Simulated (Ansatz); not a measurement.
## Structure relaxation of Sb

All numbers below come from Ansatz, DFT PBE, scalar-relativistic, plane waves, PAW. Cutoff 420 eV, Γ-centred k mesh, Gaussian smearing, no spin polarisation in the final step.

A relaxed cell is given with its space group left out.

```xyz
1
Lattice="3.2850 0.0000 0.0000 -1.6425 2.8449 0.0000 0.0000 0.0000 3.1179" Properties=species:S:1:pos:R:3 pbc="T T T"
Sb    0.0000    0.0000    0.0000
```

Energies count from the standard state of Sb at the same level.

Task: What space group does it have?

Result: P6/mmm (No. 191). Conventional cell: a = 3.285 Å, c = 3.118 Å. Sb is coordinated by 8 Sb at 3.12–3.28 Å.

Task: How far above the standard state of Sb does it lie?

Result: 0.15 eV/atom.

Task: Is it a metal?

Result: Yes, bands cross the Fermi level on the 21×21×18 mesh.

The final run used a 21×21×18 mesh on its 1-atom cell and 0.10 eV smearing. The k mesh leaves about 4 meV/atom of noise in metals. Spin–orbit coupling is left out. The cell came from a trial start, so Sb may not exist in this structure.